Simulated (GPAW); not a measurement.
# SnTe (F-43m) in GPAW: a series of runs

One crystal, SnTe, is run at these levels: RPBE; tasks: eps q, optical spectrum, optical spectrum by the Bethe-Salpeter equation.

Everything below comes from runs of GPAW 26.7.0. Logs are shortened: lines on timing, memory, paths and dates and some standing lists are left out, and cuts for length are marked. The log counts tension as positive stress, the text compression.

### Step 1. Starting point

It takes space group F-43m (No. 216, cubic). Conventional cell: a = 7.222 Å, b = 7.222 Å, c = 7.222 Å, α = 90.00°, β = 90.00°, γ = 90.00°. Te (site symmetry -43m) has 4 Sn at 3.13 Å as nearest neighbours. Sn (site symmetry -43m) is surrounded by 4 Te at 3.13 Å.

Measurements of this composition are mostly on another form, of space group No. 225.

### Step 2. Eps q, RPBE

Input file run.py:

```python
import numpy as np
import spglib
from ase import Atoms
from ase.dft.bandgap import bandgap
from ase.io import read, write
from gpaw import GPAW, PW
from gpaw.response.df import DielectricFunction

atoms = read('SnTe.cif')
cell, positions, numbers = spglib.find_primitive(
    (atoms.cell[:], atoms.get_scaled_positions(), atoms.numbers), symprec=1e-4)
atoms = Atoms(numbers, cell=cell, scaled_positions=positions, pbc=True)

calc = GPAW(mode=PW(450),
            xc='RPBE',
            kpts={'size': (5, 5, 5), 'gamma': True},
            occupations={'name': 'fermi-dirac', 'width': 0.001},
            setups={'Te': '16'},
            nbands=-9,
            convergence={'density': 1e-06},
            maxiter=150,
            txt='gpaw.txt')
atoms.calc = calc
energy = atoms.get_potential_energy()
calc.write('gs.gpw')
write('result.traj', atoms)
print(f'Energy: {energy:.6f} eV')
print('Fermi level:', round(calc.get_fermi_level(), 4), 'eV')
print(f'Gap: {bandgap(calc)[0]:.4f} eV, direct: {bandgap(calc, direct=True)[0]:.4f} eV')

dense = calc.fixed_density(kpts={'size': (9, 9, 9), 'gamma': True},
                           nbands=41, convergence={'bands': 35, 'eigenstates': 1e-7},
                           update_fermi_level=True, txt='dense.txt')
dense.write('dense.gpw', mode='all')

df = DielectricFunction('dense.gpw', frequencies=np.array([0.0]), hilbert=False, eta=0.001,
                        ecut=50, nbands=35, txt='df.txt')
for q_c in [[0.1111111111, 0.1111111111, 0.1111111111], [0.2222222222, 0.2222222222, 0.2222222222], [0.3333333333, 0.3333333333, 0.3333333333], [0.4444444444, 0.4444444444, 0.4444444444], [0.6666666667, 0.6666666667, 0.6666666667], [0.8888888889, 0.8888888889, 0.8888888889], [0.1111111111, 0.1111111111, 0.0], [0.2222222222, 0.2222222222, 0.0], [0.3333333333, 0.3333333333, 0.0], [0.4444444444, 0.4444444444, 0.0], [0.6666666667, 0.6666666667, 0.0], [0.8888888889, 0.8888888889, 0.0]]:
    e0, e = df.get_dielectric_function(xc='RPA', q_c=q_c, filename=None)
    q = np.linalg.norm(2 * np.pi * np.array(q_c) @ atoms.cell.reciprocal())
    print(q_c, f'|q| = {q:.4f} 1/A: eps {e0[0].real:.4f} without, {e[0].real:.4f} with local fields')
```

Input file SnTe.cif:

```cif
data_SnTe
_cell_length_a 7.22229200
_cell_length_b 7.22229200
_cell_length_c 7.22229200
_cell_angle_alpha 90.00000000
_cell_angle_beta 90.00000000
_cell_angle_gamma 90.00000000
_space_group_name_H-M_alt 'F-43m'
_space_group_name_Hall 'F -4 2 3'
_space_group_IT_number 216
loop_
_space_group_symop_operation_xyz
'x,y,z'
'y,-x,-z'
'-x,-y,z'
'-y,x,-z'
'x,-y,-z'
'y,x,z'
'-x,y,-z'
'-y,-x,z'
'z,x,y'
'-z,y,-x'
'z,-x,-y'
'-z,-y,x'
'-z,x,-y'
'z,y,x'
'-z,-x,y'
'z,-y,-x'
'y,z,x'
'-x,-z,y'
'-y,z,-x'
'x,-z,-y'
'-y,-z,x'
'x,z,y'
'y,-z,-x'
'-x,z,-y'
'x,y+1/2,z+1/2'
'y,-x+1/2,-z+1/2'
'-x,-y+1/2,z+1/2'
'-y,x+1/2,-z+1/2'
'x,-y+1/2,-z+1/2'
'y,x+1/2,z+1/2'
'-x,y+1/2,-z+1/2'
'-y,-x+1/2,z+1/2'
'z,x+1/2,y+1/2'
'-z,y+1/2,-x+1/2'
'z,-x+1/2,-y+1/2'
'-z,-y+1/2,x+1/2'
'-z,x+1/2,-y+1/2'
'z,y+1/2,x+1/2'
'-z,-x+1/2,y+1/2'
'z,-y+1/2,-x+1/2'
'y,z+1/2,x+1/2'
'-x,-z+1/2,y+1/2'
'-y,z+1/2,-x+1/2'
'x,-z+1/2,-y+1/2'
'-y,-z+1/2,x+1/2'
'x,z+1/2,y+1/2'
'y,-z+1/2,-x+1/2'
'-x,z+1/2,-y+1/2'
'x+1/2,y,z+1/2'
'y+1/2,-x,-z+1/2'
'-x+1/2,-y,z+1/2'
'-y+1/2,x,-z+1/2'
'x+1/2,-y,-z+1/2'
'y+1/2,x,z+1/2'
'-x+1/2,y,-z+1/2'
'-y+1/2,-x,z+1/2'
'z+1/2,x,y+1/2'
'-z+1/2,y,-x+1/2'
'z+1/2,-x,-y+1/2'
'-z+1/2,-y,x+1/2'
'-z+1/2,x,-y+1/2'
'z+1/2,y,x+1/2'
'-z+1/2,-x,y+1/2'
'z+1/2,-y,-x+1/2'
'y+1/2,z,x+1/2'
'-x+1/2,-z,y+1/2'
'-y+1/2,z,-x+1/2'
'x+1/2,-z,-y+1/2'
'-y+1/2,-z,x+1/2'
'x+1/2,z,y+1/2'
'y+1/2,-z,-x+1/2'
'-x+1/2,z,-y+1/2'
'x+1/2,y+1/2,z'
'y+1/2,-x+1/2,-z'
'-x+1/2,-y+1/2,z'
'-y+1/2,x+1/2,-z'
'x+1/2,-y+1/2,-z'
'y+1/2,x+1/2,z'
'-x+1/2,y+1/2,-z'
'-y+1/2,-x+1/2,z'
'z+1/2,x+1/2,y'
'-z+1/2,y+1/2,-x'
'z+1/2,-x+1/2,-y'
'-z+1/2,-y+1/2,x'
'-z+1/2,x+1/2,-y'
'z+1/2,y+1/2,x'
'-z+1/2,-x+1/2,y'
'z+1/2,-y+1/2,-x'
'y+1/2,z+1/2,x'
'-x+1/2,-z+1/2,y'
'-y+1/2,z+1/2,-x'
'x+1/2,-z+1/2,-y'
'-y+1/2,-z+1/2,x'
'x+1/2,z+1/2,y'
'y+1/2,-z+1/2,-x'
'-x+1/2,z+1/2,-y'
loop_
_atom_site_label
_atom_site_type_symbol
_atom_site_symmetry_multiplicity
_atom_site_Wyckoff_symbol
_atom_site_fract_x
_atom_site_fract_y
_atom_site_fract_z
_atom_site_occupancy
Te1 Te 4 d 0.2500000000 0.2500000000 0.7500000000 1
Sn1 Sn 4 a 0.0000000000 0.0000000000 0.0000000000 1
```

Potentials or basis: the program's PAW data sets (release 1.2.1) made for this functional, other valence, pw.

Run with:

```sh
$ OMP_NUM_THREADS=1 python run.py
```

gpaw.txt:

```text
__  _  _
 | _ |_)|_||  |
 |__||  | ||/\| - 26.7.0

Input parameters:
  mode=PW(ecut=450.00000000000006),
  convergence={'density': 1e-06},
  kpts=MonkhorstPack(size=(5, 5, 5), gamma=True),
  maxiter=150,
  nbands=-9,
  occupations=Occupations(name='fermi-dirac', width=0.001),
  setups={'Te': '16'},
  xc=XC(name='RPBE')

Diagonalizing LCAO Hamiltonian
Converting LCAO to pw mode

                        Te

       Sn

Atoms  # Å, Bohr magnetons
|   | symbol |        x |        y |        z |    initial magnetic moments |
|---|--------|----------|----------|----------|-----------------------------|
| 0 |     Te | 5.416719 | 5.416719 | 5.416719 | ( 0.0000,  0.0000,  0.0000) |
| 1 |     Sn | 0.000000 | 0.000000 | 0.000000 | ( 0.0000,  0.0000,  0.0000) |

Unit cell  # Å
| periodic |        x |        y |        z |  lengths |    angles |
|----------|----------|----------|----------|----------|-----------|
|      yes | 0.000000 | 3.611146 | 3.611146 | 5.106932 | 60.000000 |
|      yes | 3.611146 | 0.000000 | 3.611146 | 5.106932 | 60.000000 |
|      yes | 3.611146 | 3.611146 | 0.000000 | 5.106932 | 60.000000 |

Number of symmetries: 24
Symmetry operations  # r_c * U_cc + t_c -> r_c
|    | kind |            matrix            |
|----|------|------------------------------|
|  0 |  E   |  1, 0, 0,  0, 1, 0,  0, 0, 1 |
|  1 |  σ   |  1, 0, 0,  0, 0, 1,  0, 1, 0 |
|  2 |  σ   |  1, 0,-1,  0, 1,-1,  0, 0,-1 |
|  3 |  C3  |  1, 0,-1,  0, 0,-1,  0, 1,-1 |
|  4 |  C3  |  1,-1, 0,  0,-1, 1,  0,-1, 0 |
|  5 |  σ   |  1,-1, 0,  0,-1, 0,  0,-1, 1 |
|  6 |  σ   |  0, 1, 0,  1, 0, 0,  0, 0, 1 |
|  7 |  C3  |  0, 1, 0,  0, 0, 1,  1, 0, 0 |
|  8 |  C2  |  0, 1,-1,  1, 0,-1,  0, 0,-1 |
|  9 |  S4  |  0, 1,-1,  0, 0,-1,  1, 0,-1 |
| 10 |  C3  |  0, 0, 1,  1, 0, 0,  0, 1, 0 |
| 11 |  σ   |  0, 0, 1,  0, 1, 0,  1, 0, 0 |
| 12 |  S4  |  0, 0,-1,  1, 0,-1,  0, 1,-1 |
| 13 |  C3  |  0, 0,-1,  0, 1,-1,  1, 0,-1 |
| 14 |  S4  |  0,-1, 1,  1,-1, 0,  0,-1, 0 |
| 15 |  C2  |  0,-1, 1,  0,-1, 0,  1,-1, 0 |
| 16 |  C3  |  0,-1, 0,  1,-1, 0,  0,-1, 1 |
| 17 |  S4  |  0,-1, 0,  0,-1, 1,  1,-1, 0 |
| 18 |  S4  | -1, 1, 0, -1, 0, 1, -1, 0, 0 |
| 19 |  C3  | -1, 1, 0, -1, 0, 0, -1, 0, 1 |
| 20 |  C3  | -1, 0, 1, -1, 1, 0, -1, 0, 0 |
| 21 |  S4  | -1, 0, 1, -1, 0, 0, -1, 1, 0 |
| 22 |  σ   | -1, 0, 0, -1, 1, 0, -1, 0, 1 |
| 23 |  C2  | -1, 0, 0, -1, 0, 1, -1, 1, 0 |

BZ-sampling:
  Number of BZ points: 125
  Number of IBZ points: 10

  Monkhorst-Pack size: [5, 5, 5]
  Monkhorst-Pack shift: [0, 0, 0]

K-points  # in reciprocal-cell coordinates
|   |                                coordinates |     weight |
|---|--------------------------------------------|------------|
| 0 | (  0.00000000,   0.00000000,   0.00000000) | 0.00800000 |
| 1 | (  0.20000000,   0.20000000,   0.00000000) | 0.04800000 |
| 2 | (  0.20000000,   0.20000000,   0.20000000) | 0.06400000 |
| 3 | (  0.40000000,   0.20000000,  -0.20000000) | 0.19200000 |
| 4 | (  0.40000000,   0.20000000,   0.20000000) | 0.09600000 |
| 5 | (  0.40000000,   0.40000000,  -0.40000000) | 0.19200000 |
| 6 | (  0.40000000,   0.40000000,  -0.20000000) | 0.09600000 |
| 7 | (  0.40000000,   0.40000000,   0.00000000) | 0.04800000 |
| 8 | (  0.40000000,   0.40000000,   0.20000000) | 0.19200000 |
| 9 | (  0.40000000,   0.40000000,   0.40000000) | 0.06400000 |

Plane wave coefficients: 2085
Cutoff: 450.00000000000006 eV

Spin-components: 1 (collinear spins)
Bands:           24
Projectors:      12
Spin-degeneracy: 2
Datatype:        complex128

Parallelization:
  kpt:    1
  domain: 1
  band:   1

Density:
  Valence electrons: 30.0
  Components: 1
  Grid points: [25 25 25]
  Charge: 0.0  # |e|

Potential:
  Grid points: [25 25 25]

species:
  Te:
    name:    Tellurium
    Z:       52.0
    valence: 16
    core:    36
    charge:  0.0  # [|e|]
    compensation charges:
      type: gauss
      rc: 0.37  # [Å]
      lmax: 2
    cutoffs:
      filter: 2.06  # [Å]
      core: 2.09  # [Å]
    projectors
    | kind |    occ | energy [eV] | rcut [Å] |
    |------|--------|-------------|----------|
    |   5s |  2.000 |     -15.026 |    1.164 |
    |   5p |  4.000 |      -5.917 |    1.164 |
    |   4d | 10.000 |     -41.654 |    1.164 |
    |    s |        |      12.185 |    1.164 |
    |    p |        |      21.294 |    1.164 |
    |    d |        |     -14.443 |    1.164 |

    Using partial waves for Te as LCAO basis

  Sn:
    name:    Tin
    Z:       50.0
    valence: 14
    core:    36
    charge:  0.0  # [|e|]
    compensation charges:
      type: gauss
      rc: 0.38  # [Å]
      lmax: 2
    cutoffs:
      filter: 2.23  # [Å]
      core: 2.35  # [Å]
    projectors
    | kind |    occ | energy [eV] | rcut [Å] |
    |------|--------|-------------|----------|
    |   5s |  2.000 |     -10.465 |    1.201 |
    |   5p |  2.000 |      -3.644 |    1.270 |
    |   4d | 10.000 |     -25.852 |    1.185 |
    |    s |        |      16.747 |    1.201 |
    |    p |        |      23.567 |    1.270 |
    |    d |        |       1.359 |    1.185 |

    Using partial waves for Sn as LCAO basis

Reference energy: -352819.508021  # eV

eigensolver:
  PPCG
  Converge bands: occupied
  niter=2

density mixing:
  MSR1-Mixer
  Pratt-step length: 0.05
  Maximum mixing coefficient: 0.75
  Old densities: 10
  SVD Regularization: 0.005
  Good broyden scale: 1.0
  Trust region scale: 1.0
  Backstep threshold: 4.0
  History deletion threshold: 6.0
  Fourier metric: weight=20.0, sigma=0.015

occupation numbers:
  Fermi-Dirac:
    width: 0.0010  # eV

poisson solver:
  ecut: 3600.0000000000005  # eV

xc functional:
  name: RPBE with 2 nearest neighbor stencil

convergence criteria:
- Maximum integral of absolute [dens]ity change: 1e-06 electrons / valence electron
- Maximum [total energy] change in last 3 cyles: 0.0005 eV / valence electron
- Maximum integral of absolute [eigenst]ate change: 4e-08 eV^2 / valence electron
maximum number of iterations: 150

SCF iterations
|iter     | |      energy | eigst |  dens |
|---------|-|-------------|-------|-------|
|iter:   1| |   -6.737920 | -0.56 |       |
|iter:   2| |   -6.708479 | -2.56 | -1.46 |
|iter:   3| |   -6.622410 | -2.53 | -1.51 |
|iter:   4| |   -6.626588 | -3.70 | -2.08 |
|iter:   5| |   -6.627577c| -4.16 | -2.48 |
|iter:   6| |   -6.627655c| -5.22 | -3.21 |
|iter:   7| |   -6.627659c| -6.34 | -3.89 |
|iter:   8| |   -6.627660c| -7.15 | -4.47 |
|iter:   9| |   -6.627660c| -7.54c| -5.10 |
|iter:  10| |   -6.627660c| -7.96c| -5.60 |
|iter:  11| |   -6.627660c| -8.46c| -6.27c|

Converged in 11 steps
Energy contributions relative to reference atoms: (reference = -352819.508021)

Energy contributions:
  Kinetic:          12.557487
  Coulomb:         -13.399193
  Zero:             -0.046520
  External:          0.000000
  Xc:               -5.739434
  Entropy:          -0.000000
  Spinorbit:         0.000000
  ----------------------------
  Free energy:      -6.627660
  Extrapolated:     -6.627660

dipole moment: (-20.814161, -20.814161, -20.814161)  # |e|*Ang

Fermi level: 3.069
Eigenvalues  # (at kpt = [0.000, 0.000, 0.000])
| band index |      eig [eV] | occ [0-2] |
|------------|---------------|-----------|
|          0 |       -33.641 |     2.000 |
|        ... |               |           |
|          7 |       -18.867 |     2.000 |
|          8 |       -18.859 |     2.000 |
|          9 |       -18.859 |     2.000 |
|         10 |        -8.499 |     2.000 |
|         11 |        -2.120 |     2.000 |
|         12 |         1.031 |     2.000 |
[... 9 lines left out ...]
|         22 |        10.771 |     0.000 |
|         23 |        10.771 |     0.000 |

Gap: 0.479 eV
Transition (v -> c):
  (s=0, k=3, n=14, [0.40, 0.20, -0.20]) -> (s=0, k=7, n=15, [0.40, 0.40, 0.00])
Direct/indirect transitions are different
Direct gap: 0.901 eV
Transition at: (s=0, k=7, n=14, [0.40, 0.40, 0.00])
# Writing to gs.gpw (mode='')
```

Wall time 3.4 min (1 thread of Arm Neoverse V1, shared host); peak memory 0.4 GiB.

Results:

```
Free energy            : -6.6277 eV
Band gap on the k mesh : 0.48 eV, indirect (least direct gap 0.90 eV)
```

Caveat: spin-orbit coupling is left out, which moves the levels of the heavy elements; an odd mesh through Γ misses points on the zone boundary, where band edges often lie.

[end of part 1 of 3]
